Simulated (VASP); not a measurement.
# BN (F-43m) in VASP: further runs

The runs below take BN through relaxation of cell and atoms, with PBE.

Program: VASP 6.6.1. These are calculated values, not measurements. Logs are shortened: lines on timing, memory, paths and dates and some standing lists are left out, and cuts for length are marked.

## Step 1: The structure

Symmetry: F-43m, No. 216, cubic system. Conventional cell: a = 3.615 Å, b = 3.615 Å, c = 3.615 Å, α = 90.00°, β = 90.00°, γ = 90.00°. Around B (site symmetry -43m) lie 4 N at 1.57 Å. Around N (site symmetry -43m) lie 4 B at 1.57 Å.

## Step 2: Relaxation of cell and atoms, PBE

Contents of INCAR:

```
SYSTEM = BN
  ALGO = Normal
  EDIFF = 1E-6
  EDIFFG = -0.01
  ENCUT = 520
  GGA = PE
  IBRION = 2
  ISIF = 3
  ISMEAR = 0
  LASPH = .True.
  LCHARG = .False.
  LREAL = .False.
  LWAVE = .False.
  NELM = 120
  NSW = 90
  PREC = Accurate
  SIGMA = 0.1
```

Contents of KPOINTS:

```
k-points
0
Gamma
  13 13 13
  0 0 0
```

Contents of POSCAR:

```
BN
1.0
    0.0000000000      1.8075000000      1.8075000000
    1.8075000000      0.0000000000      1.8075000000
    1.8075000000      1.8075000000      0.0000000000
B N
1 1
Direct
    0.0000000000      0.0000000000      0.0000000000
    0.7500000000      0.7500000000      0.7500000000
```

Potentials or basis: VASP PAW PBE potentials, release 64 (B, N).

On the command line:

```console
$ cat potpaw_PBE.64/B/POTCAR potpaw_PBE.64/N/POTCAR > POTCAR
$ mpirun -np 1 vasp_std > vasp.out
```

OUTCAR:

```text
SYSTEM = BN
   EDIFF = 1E-6
   EDIFFG = -0.01
   ENCUT = 520
   GGA = PE
   IBRION = 2
   ISIF = 3
   ISMEAR = 0
   LASPH = .True.
   LREAL = .False.
   NELM = 120
   NSW = 90
   PREC = Accurate

 ion  position               nearest neighbor table
   1  0.000  0.000  0.000-   2 1.57   2 1.57   2 1.57   2 1.57
   2  0.750  0.750  0.750-   1 1.57   1 1.57   1 1.57   1 1.57

  LATTYP: Found a face centered cubic cell.
 ALAT       =     3.6150000000

  Lattice vectors:

 A1 = (   0.0000000000,   1.8075000000,   1.8075000000)
 A2 = (   1.8075000000,   0.0000000000,   1.8075000000)
 A3 = (   1.8075000000,   1.8075000000,   0.0000000000)

Analysis of symmetry for initial positions (statically):
=====================================================================
 Subroutine PRICEL returns:
 Original cell was already a primitive cell.

 Routine SETGRP: Setting up the symmetry group for a
 face centered cubic supercell.

 Subroutine GETGRP returns: Found 24 space group operations
 (whereof 24 operations were pure point group operations)
 out of a pool of 48 trial point group operations.

The static configuration has the point symmetry T_d .

Analysis of symmetry for dynamics (positions and initial velocities):
=====================================================================
 Subroutine PRICEL returns:
 Original cell was already a primitive cell.

 Routine SETGRP: Setting up the symmetry group for a
 face centered cubic supercell.

 Subroutine GETGRP returns: Found 24 space group operations
 (whereof 24 operations were pure point group operations)
 out of a pool of 48 trial point group operations.

The dynamic configuration has the point symmetry T_d .

 Subroutine INISYM returns: Found 24 space group operations
 (whereof 24 operations are pure point group operations),
 and found     1 'primitive' translations

----------------------------------------------------------------------------------------

                                     Primitive cell

  volume of cell :      11.8104

  direct lattice vectors                    reciprocal lattice vectors
     0.000000000  1.807500000  1.807500000    -0.276625173  0.276625173  0.276625173
     1.807500000  0.000000000  1.807500000     0.276625173 -0.276625173  0.276625173
     1.807500000  1.807500000  0.000000000     0.276625173  0.276625173 -0.276625173

  length of vectors
     2.556191014  2.556191014  2.556191014     0.479128854  0.479128854  0.479128854

  position of ions in fractional coordinates (direct lattice)
     0.000000000  0.000000000  0.000000000
     0.750000000  0.750000000  0.750000000

  ion indices of the primitive-cell ions
   primitive index   ion index
                 1           1
                 2           2

----------------------------------------------------------------------------------------

 KPOINTS: k-points

Automatic generation of k-mesh.
 Grid dimensions read from file:
 generate k-points for:   13   13   13

 Generating k-lattice:

  Cartesian coordinates                     Fractional coordinates (reciprocal lattice)
    -0.021278859  0.021278859  0.021278859     0.076923077  0.000000000  0.000000000
     0.021278859 -0.021278859  0.021278859     0.000000000  0.076923077  0.000000000
     0.021278859  0.021278859 -0.021278859     0.000000000  0.000000000  0.076923077

  Length of vectors
     0.036856066  0.036856066  0.036856066

  Shift w.r.t. Gamma in fractional coordinates (k-lattice)
     0.000000000  0.000000000  0.000000000

 Subroutine IBZKPT returns following result:
 ===========================================

 Found     84 irreducible k-points:

 Following reciprocal coordinates:
            Coordinates               Weight
  0.000000  0.000000  0.000000      1.000000
  0.076923  0.000000  0.000000      8.000000
  0.153846  0.000000  0.000000      8.000000
  0.230769  0.000000  0.000000      8.000000
  0.307692  0.000000  0.000000      8.000000
  0.384615  0.000000  0.000000      8.000000
[... 16 lines left out ...]
  0.384615  0.153846  0.000000     24.000000
  0.461538  0.153846  0.000000     24.000000
 [... further k-points ...]
   k-points           NKPTS =     84   k-points in BZ     NKDIM =     84   number of bands    NBANDS=      8
   number of dos      NEDOS =    301   number of ions     NIONS =      2
   total plane-waves  NPLWV =   8000
   dimension x,y,z NGX =    20 NGY =   20 NGZ =   20
   dimension x,y,z NGXF=    40 NGYF=   40 NGZF=   40
   ions per type =               1   1
   NGX,Y,Z   is equivalent  to a cutoff of  13.01, 13.01, 13.01 a.u.
   NGXF,Y,Z  is equivalent  to a cutoff of  26.01, 26.01, 26.01 a.u.
 SYSTEM =  BN
   PREC   = accura    normal or accurate (medium, high low for compatibility)
   ISTART =      0    job   : 0-new  1-cont  2-samecut
   ICHARG =      2    charge: 1-file 2-atom 10-const
   ISPIN  =      1    spin polarized calculation?
   LNONCOLLINEAR =      F non collinear calculations
   LSORBIT =      F    spin-orbit coupling
   LASPH  =      T    aspherical Exc in radial PAW
   ENCUT  =  520.0 eV  38.22 Ry    6.18 a.u.   4.75  4.75  4.75*2*pi/ulx,y,z
   NELM   =    120;   NELMIN=  2; NELMDL= -5     # of ELM steps
   EDIFF  = 0.1E-05   stopping-criterion for ELM
   LREAL  =      F    real-space projection
   EDIFFG = -.1E-01   stopping-criterion for IOM
   NSW    =     90    number of steps for IOM
   IBRION =      2    ionic relax: 0-MD 1-quasi-New 2-CG
   NFREE  =      1    steps in history (QN), initial steepest desc. (CG)
   ISIF   =      3    stress and relaxation
   ISYM   =      2    0-nonsym 1-usesym 2-fastsym
   POTIM  = 0.5000    time-step for ionic-motion
   TEBEG  =    0.0;   TEEND  =   0.0 temperature during run
   PSTRESS=    0.0 pullay stress
   NELECT =       8.0000    total number of electrons
   NUPDOWN=      -1.0000    fix difference up-down
   EMIN   =  10.00;   EMAX   =-10.00  energy-range for DOS
   EFERMI =   0.00;   METHOD = LEGACY
   ISMEAR =     0;   SIGMA  =   0.10  broadening in eV -4-tet -1-fermi 0-gaus
   EFERMI_NEDOS =   21; number of points for ismear=-14 and -15
   IALGO  =     38    algorithm
   IMIX   =      4    mixing-type and parameters
     AMIX     =   0.40;   BMIX     =  1.00
     AMIX_MAG =   1.60;   BMIX_MAG =  1.00
  volume/ion in A,a.u.               =       5.91        39.85
  Fermi-wavevector in a.u.,A,eV,Ry     =   1.437749  2.716952 28.124920  2.067123
  Thomas-Fermi vector in A             =   2.556793
   LORBIT       =      0    0 simple, 1 ext, 2 COOP (PROOUT), +10 PAW based schemes
   GGA     = PE    functional components
   LHFCALC =     F    Hartree Fock is set to
   AEXX    =    0.0000 exact exchange contribution
   IVDW    =     0    specifies the selected vdW correction
   LEPSILON=     F    determine dielectric tensor
   LRPA    =     F    only Hartree local field effects (RPA)
 conjugate gradient relaxation of ions
 non-spin polarized calculation
 Gauss-broadening in eV      SIGMA  =   0.10
  energy-cutoff  :      520.00
  volume of cell :       11.81
 maximum number of plane-waves:       331
   NGX =  9   NGY =  9   NGZ =  9

--------------------------------------- Ionic step        1  -------------------------------------------

 number of electron       7.9999999 magnetization

 Free energy of the ion-electron system (eV)
  ---------------------------------------------------
  ext. energy  EPLUGINS =         0.00000000
  ---------------------------------------------------
  free energy    TOTEN  =       -17.44979733 eV

  energy without entropy =      -17.44979733  energy(sigma->0) =      -17.44979733

------------------------ aborting loop because EDIFF is reached ----------------------------------------

  FORCE on cell =-STRESS in cart. coord.  units (eV):
  Direction    XX          YY          ZZ          XY          YZ          ZX
  --------------------------------------------------------------------------------------
  -------------------------------------------------------------------------------------
  Total        0.2431510      0.2431510      0.2431510      0.0000000      0.0000000      0.0000000
  in kB       32.9853931     32.9853931     32.9853931      0.0000000      0.0000000      0.0000000
  external PRESSURE =      32.9853931 kB  Pullay stress =       0.0000000 kB
[... 57 lines left out ...]
  energy  without entropy=      -17.4497475981  energy(sigma->0) =      -17.44974760

--------------------------------------- Ionic step        3  -------------------------------------------

 number of electron       7.9999999 magnetization

 Free energy of the ion-electron system (eV)
  ---------------------------------------------------
  ext. energy  EPLUGINS =         0.00000000
  ---------------------------------------------------
  free energy    TOTEN  =       -17.45084113 eV

  energy without entropy =      -17.45084113  energy(sigma->0) =      -17.45084113

 E-fermi :   7.7161     XC(G=0): -12.7793

 val. band max:        7.2966169054   @ k =   0.0000   0.0000   0.0000
 cond. band min:      11.8207136540   @ k =   0.4615   0.4615   0.0000
 fundamental gap:      4.5240967486
 Fermi energy:         7.7160533076

 k-point     1 :       0.0000    0.0000    0.0000
  band No.  band energies     occupation
      1     -12.8359      2.00000
      2       7.2966      2.00000
      3       7.2966      2.00000
      4       7.2966      2.00000
      5      16.0754      0.00000
      6      16.0754      0.00000
      7      16.0754      0.00000
      8      17.5058      0.00000
[... 243 lines left out ...]
 k-point    24 :       0.4615    0.1538    0.0000
  band No.  band energies     occupation
      1      -8.8944      2.00000
      2      -1.9065      2.00000
      3       4.0548      2.00000
      4       4.4924      2.00000
      5      16.1507      0.00000
      6      19.3204      0.00000
      7      19.7500      0.00000
      8      21.8797      0.00000

 [... further k-points ...]

------------------------ aborting loop because EDIFF is reached ----------------------------------------

  FORCE on cell =-STRESS in cart. coord.  units (eV):
  Direction    XX          YY          ZZ          XY          YZ          ZX
  --------------------------------------------------------------------------------------
  -------------------------------------------------------------------------------------
  Total        0.0008930      0.0008930      0.0008930     -0.0000000      0.0000000     -0.0000000
  in kB        0.1200986      0.1200986      0.1200986     -0.0000000      0.0000000     -0.0000000
  external PRESSURE =       0.1200986 kB  Pullay stress =       0.0000000 kB
[... 17 lines left out ...]
  FREE ENERGIE OF THE ION-ELECTRON SYSTEM (eV)
  ---------------------------------------------------
  free  energy   TOTEN  =       -17.4508411315 eV

  energy  without entropy=      -17.4508411315  energy(sigma->0) =      -17.45084113

 reached required accuracy - stopping structural energy minimisation
```

It took 9.5 s on 1 thread of Intel Xeon Platinum 8488C (Sapphire Rapids), shared host; peak memory 0.09 GiB.

What came out:

| Quantity | Value |
| --- | --- |
| Free energy | -17.4508 eV |
| Relaxed volume | 5.96 Å³/atom |
| Relaxed cell | a = 2.564 Å, b = 2.564 Å, c = 2.564 Å, α = 60.00°, β = 60.00°, γ = 60.00° |
| Space group after relaxing (to 0.05 Å) | F-43m (No. 216) |
| Energy gained by relaxing | 0.5 meV/atom |
| Ionic steps | 3 |
| Pressure after relaxing | 0.0 GPa |
| Band gap on the k mesh | 4.52 eV, indirect (least direct gap 8.78 eV) |

Step by step:
```
step  energy change (eV)  largest force (eV/Å)  pressure (GPa)  volume (Å³)
   1              0.0000                0.0000            3.30        11.81
   2              0.0000                0.0000           -3.27        12.02
   3             -0.0010                0.0000            0.01        11.91
```

Final structure:
```
CELL_PARAMETERS angstrom
0.00000 1.81272 1.81272
1.81272 0.00000 1.81272
1.81272 1.81272 0.00000
ATOMIC_POSITIONS crystal
B 0.00000 0.00000 0.00000
N 0.75000 0.75000 0.75000
```

Levels at points of the mesh, in eV from the valence-band top:
```tsv
k point	band 1	band 2	band 3	band 4	band 5	band 6	band 7	band 8
(0.00, 0.00, 0.00)	-20.13	0.00	0.00	0.00	8.78	8.78	8.78	10.21
```

Caveat: an odd mesh through Γ misses points on the zone boundary, where band edges often lie.

## Step 3: Relaxation of cell and atoms, PBE

This run uses another cell than the first one, of 5.96 Å³/atom, 1.009 times its volume.

INCAR: that of step 2 with these lines changed.

```diff
@@ -2,4 +2,4 @@
   ALGO = Normal
-  EDIFF = 1E-6
-  EDIFFG = -0.01
+  EDIFF = 1E-7
+  EDIFFG = -0.005
   ENCUT = 520
@@ -14,3 +14,4 @@
   NELM = 120
-  NSW = 90
+  NSW = 60
+  POTIM = 0.3
   PREC = Accurate
```

KPOINTS is that of step 2.

Contents of POSCAR:

```
BN                                      
1.0
    0.0000000000      1.8127202374      1.8127202374
    1.8127202374      0.0000000000      1.8127202374
    1.8127202374      1.8127202374     -0.0000000000
  B               N             
     1     1
Direct
     0.0000000000000000    0.0000000000000000    0.0000000000000000
     0.7500000000000000    0.7500000000000000    0.7500000000000000
```

Potentials or basis: VASP PAW PBE potentials, release 64 (B, N).

On the command line:

```console
$ cat potpaw_PBE.64/B/POTCAR potpaw_PBE.64/N/POTCAR > POTCAR
$ mpirun -np 1 vasp_std > vasp.out
```

Run time: 6 s. Hardware: 1 thread of Intel Xeon Platinum 8488C (Sapphire Rapids), shared host; peak memory 0.11 GiB.

The run converged. Its results:

```
Free energy             : -17.4510 eV
Pressure after relaxing : 0.0 GPa
Band gap on the k mesh  : 4.52 eV, indirect (least direct gap 8.78 eV)
```

Final structure:
```yaml
crystal:
  lattice:
    - [0.00000, 1.81272, 1.81272]
    - [1.81272, 0.00000, 1.81272]
    - [1.81272, 1.81272, 0.00000]
  atoms:
    - { symbol: B, position: [0.00000, 0.00000, 0.00000] }
    - { symbol: N, position: [0.75000, 0.75000, 0.75000] }
```

Levels at points of the mesh, in eV from the valence-band top:
| k point | band 2 | band 3 | band 4 | band 5 | band 6 | band 7 |
| --- | --- | --- | --- | --- | --- | --- |
| (0.00, 0.00, 0.00) | 0.00 | 0.00 | 0.00 | 8.78 | 8.78 | 8.78 |

Caveat: the relaxation stopped at its first step, so nothing moved; an odd mesh through Γ misses points on the zone boundary, where band edges often lie.
